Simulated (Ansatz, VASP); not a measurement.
# One calculation of Al, two programs

File INCAR:

```
ALGO = Normal
EDIFF = 1E-7
ENCUT = 520
GGA = PE
ISIF = 2
ISMEAR = -1
LASPH = T
LCHARG = F
LREAL = F
LWAVE = F
NELM = 100
PREC = Accurate
SIGMA = 0.05
```

File KPOINTS:

```
k-points
0
Gamma
  11 11 11
```

The input POSCAR:

```
Al
1.0
    0.0000000000      2.0248050000      2.0248050000
    2.0248050000      0.0000000000      2.0248050000
    2.0248050000      2.0248050000      0.0000000000
Al
1
Direct
    0.0000000000      0.0000000000      0.0000000000
```

KPOINTS_OPT

```
path GXWKGLUWLK,UX
15
line-mode
reciprocal
 0.0000000000  0.0000000000  0.0000000000  G
 0.5000000000  0.0000000000  0.5000000000  X

 0.5000000000  0.0000000000  0.5000000000  X
 0.5000000000  0.2500000000  0.7500000000  W

 0.5000000000  0.2500000000  0.7500000000  W
 0.3750000000  0.3750000000  0.7500000000  K

 0.3750000000  0.3750000000  0.7500000000  K
 0.0000000000  0.0000000000  0.0000000000  G

 0.0000000000  0.0000000000  0.0000000000  G
 0.5000000000  0.5000000000  0.5000000000  L

 0.5000000000  0.5000000000  0.5000000000  L
 0.6250000000  0.2500000000  0.6250000000  U

 0.6250000000  0.2500000000  0.6250000000  U
 0.5000000000  0.2500000000  0.7500000000  W

 0.5000000000  0.2500000000  0.7500000000  W
 0.5000000000  0.5000000000  0.5000000000  L

 0.5000000000  0.5000000000  0.5000000000  L
 0.3750000000  0.3750000000  0.7500000000  K

 0.6250000000  0.2500000000  0.6250000000  U
 0.5000000000  0.0000000000  0.5000000000  X
```

input.yaml

```yaml
crystal:
  lattice:
    - [0.0, 2.024805, 2.024805]
    - [2.024805, 0.0, 2.024805]
    - [2.024805, 2.024805, 0.0]
  atoms:
    - { symbol: Al, position: [0.0, 0.0, 0.0] }
hamiltonian:
  xc: pbe
  pseudopotentials: { kind: paw }
kpoints:
  mp_grid: { grid: [11, 11, 11] }
  band_path:
    path:
      - [[0.0, 0.0, 0.0], [0.5, 0.0, 0.5], [0.5, 0.25, 0.75], [0.375, 0.375, 0.75], [0.0, 0.0, 0.0], [0.5, 0.5, 0.5], [0.625, 0.25, 0.625], [0.5, 0.25, 0.75], [0.5, 0.5, 0.5], [0.375, 0.375, 0.75]]
      - [[0.625, 0.25, 0.625], [0.5, 0.0, 0.5]]
    npoints: 14
scf:
  occupations: { method: fermi_dirac, width: 0.05 }
  n_extra_bands: 6
output:
  forces: true
  stress: true
  eigenvalues: true
  fatbands: false
```

Alike in both runs: task band structure; functional PBE; k mesh 11 × 11 × 11; occupations fermi-dirac, width 0.05 eV; no spin polarisation.

```csv
,VASP,Ansatz
version,VASP 6.6.1,Ansatz 0.2.0
potentials or method,"VASP PAW PBE potentials, release 64 (Al)",Ansatz PAW
plane-wave cutoff (eV),520,420
valence electrons in the cell,3,3
```

```csv
,VASP,Ansatz,Ansatz less VASP
gap on the k mesh at the Fermi level (eV),none,none,-
pressure (GPa),-0.5,-0.4,+0.04
```

A gap of «none» marks a metal or a gap that the smearing closes. The functional is the same, so the differences come from potentials, cutoffs and numerics.
